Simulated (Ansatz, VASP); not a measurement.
## MgI2: VASP beside Ansatz

The input INCAR:

```
ALGO = Normal ; EDIFF = 1E-7
ENCUT = 520 ; GGA = PE
ISIF = 2 ; ISMEAR = 0
LASPH = T ; LCHARG = F
LREAL = F ; LWAVE = F
NBANDS = 15 ; NELM = 80
PREC = Accurate ; SIGMA = 0.05
```

KPOINTS

```
k-points
0
Gamma
  6 6 4
```

Contents of POSCAR:

```
MgI2
1.0
    4.2734827252      0.0000000000      0.0000000000
   -2.1367413626      3.7009446027      0.0000000000
    0.0000000000      0.0000000000      7.9347883382
Mg I
1 2
Direct
    0.0000000000      0.0000000000      0.0000000000
    0.3333333333      0.6666666667      0.7820264016
    0.6666666667      0.3333333333      0.2179735984
```

Input for Ansatz:

```yaml
crystal:
  lattice:
    - [4.2734827252, 0.0, 0.0]
    - [-2.1367413626, 3.7009446027, 0.0]
    - [0.0, 0.0, 7.9347883382]
  atoms:
    - { symbol: Mg, position: [0.0, 0.0, 0.0] }
    - { symbol: I, position: [0.3333333333, 0.6666666667, 0.7820264016] }
    - { symbol: I, position: [0.6666666667, 0.3333333333, 0.2179735984] }
basis:
  ecutwfc: 520.0
kpoints:
  mp_grid: { grid: [6, 6, 4] }
hamiltonian:
  xc: pbe
scf:
  occupations: { method: gaussian, width: 0.05 }
output:
  forces: true
  stress: true
  eigenvalues: true
  write_density: true
  write_potential: true
  elf: true
  volumetric_format: npy
```

Alike in both runs: task single point; functional PBE; k mesh 6 × 6 × 4; occupations gaussian, width 0.05 eV; no spin polarisation.

|  | VASP | Ansatz |
| --- | --- | --- |
| version | VASP 6.6.1 | Ansatz 0.2.0 |
| potentials or method | VASP PAW PBE potentials, release 64 (Mg, I) | scalar-relativistic, plane waves, PAW |
| plane-wave cutoff (eV) | 520 | 520 |
| valence electrons in the cell | 16 | 44 |

Ansatz gave:

```
gap on the k mesh at the Fermi level (eV)       : 3.48
least direct gap on the mesh (eV)               : 3.48
pressure (GPa)                                  : -1.4
largest component of the traceless stress (GPa) : 0.15
rms of the force components (eV/Å)              : 0.160
```

Problem. Which values does VASP return?

Solution. gap on the k mesh at the Fermi level (eV): 3.47; least direct gap on the mesh (eV): 3.47; pressure (GPa): -1.4; largest component of the traceless stress (GPa): 0.15; rms of the force components (eV/Å): 0.165.

Atom by atom the forces differ by 0.005 eV/Å (rms over components). The two sets of potentials don't hold the same shells in valence.

Caveats: spin-orbit coupling is left out, which moves the levels of the heavy elements; this functional lacks dispersion, which binds the layers, so the pressure and a relaxed spacing across them are unreliable. A k mesh can miss the band edges.
